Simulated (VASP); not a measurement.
Write the native input for VASP 6.6.1 that does the following.

```
Task                      : vibrations by finite differences
Functional                : PBE
Potentials or basis       : VASP PAW PBE potentials, release 64 (Na_pv, Cl)
Cutoff                    : 520 eV
k mesh                    : 10 × 10 × 10
Occupations               : gaussian, width 1 eV
Spin                      : no spin polarisation
Ions in elastic constants : relaxed
Further INCAR settings    : ALGO = Fast; EDIFF = 1e-08; IBRION = 6; POTIM = 0.015; NSW = 1; ISIF = 3
```

The structure of NaCl lies in POSCAR:

```
NaCl                                    
1.0
    0.0000000000      2.8460351556      2.8460351556
    2.8460351556      0.0000000000      2.8460351556
    2.8460351556      2.8460351556      0.0000000000
  Na              Cl            
     1     1
Direct
     0.0000000000000000    0.0000000000000000    0.0000000000000000
     0.5000000000000000    0.5000000000000000    0.5000000000000000
```

The input as run:

INCAR

```
PREC = Accurate
ENCUT = 520
EDIFF = 1E-8
ISMEAR = 0
SIGMA = 1.0
LREAL = F
LASPH = T
NELM = 100
ALGO = Fast
ISIF = 3
LWAVE = F
LCHARG = F
GGA = PE
IBRION = 6
NFREE = 2
POTIM = 0.015
NSW = 1
```

KPOINTS

```
regular mesh
0
Gamma
  10 10 10
```

Potentials or basis: VASP PAW PBE potentials, release 64 (Na_pv, Cl).

Command:

```sh
$ cat potpaw_PBE.64/Na_pv/POTCAR potpaw_PBE.64/Cl/POTCAR > POTCAR
$ mpirun -np 1 vasp_std > vasp.out
```

It gave:

```yaml
Elastic_constants_C11_C12_C44: 49, 12, 13 GPa
Voigt_bulk_modulus: 24 GPa
Highest_phonon_frequency_at_Γ_LO-TO_splitting_left_out: 152 cm⁻¹
```

Run time: 15 min on 1 thread of Intel(R) Xeon(R) Platinum 8375C CPU @ 2.90GHz (Ice Lake) (shared host), peak memory 0.35 GiB.
